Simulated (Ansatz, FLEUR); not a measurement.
## CdTe: programs and potentials compared

```
Te Cd
1.0
     0.00000    3.20500    3.20500
     3.20500    0.00000    3.20500
     3.20500    3.20500    0.00000
Te Cd
1 1
Direct
  0.75000 0.75000 0.75000
  0.00000 0.00000 0.00000
```

Alike in all runs: task band structure; functional PBEsol; k mesh 5 × 5 × 5; occupations fermi-dirac, width 0.05 eV; spin-orbit coupling, no magnetisation; with spin-orbit coupling. Pressure is positive in compression and, in plane waves, holds the error of the finite cutoff, which Ansatz's Pulay term estimates and takes out. Gaps are the smaller of the mesh's and the band path's.

| program and potentials | plane-wave cutoff (eV) | notes | band gap (eV) | pressure (GPa) |
| --- | --- | --- | --- | --- |
| Ansatz, Ansatz PAW | 420 | potentials made for PBE, which Ansatz adapts in part; Pulay term of +0.03 GPa included | 0.48 | 1.75 |
| FLEUR, all-electron, FLAPW | - | - | 0.47 | - |
| Ansatz, all-electron LAPW, relativistic spinors | - | - | ? | ? |

Question: Estimate from the other rows what the run with Ansatz, all-electron LAPW, relativistic spinors gave.

Answer: Band gap 0.48 eV; pressure 1.76 GPa. The other rows, which needn't bracket it: band gap 0.47 to 0.48; pressure 1.75.
